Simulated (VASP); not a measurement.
The system is CuI (Marshite).

```
CELL_PARAMETERS angstrom
0.00000 2.97300 2.97300
2.97300 0.00000 2.97300
2.97300 2.97300 0.00000
ATOMIC_POSITIONS crystal
Cu 0.25000 0.25000 0.25000
I 0.00000 0.00000 0.00000
```

Program: VASP 6.6.1. Alike in all runs: task band structure; potentials or basis VASP PAW PBE potentials, release 64 (Cu, I); no spin polarisation; cell as given; k mesh 6 × 6 × 6; cutoff (eV) 520; smearing gaussian 0.03 eV.

Order these runs on this cell by their band gap on the k mesh, lowest first.
A. level PBE-EpsX; exchange at q = 0 truncated; share of exact exchange 0.1508
B. level HSE06; screening parameter 0.2 1/A
C. level PBE
D. level PBE0; exchange at q = 0 truncated

C (1.31 eV), A (2.54 eV), B (2.72 eV), D (3.37 eV).

Caveats: spin-orbit coupling is left out, which moves the levels of the heavy elements.
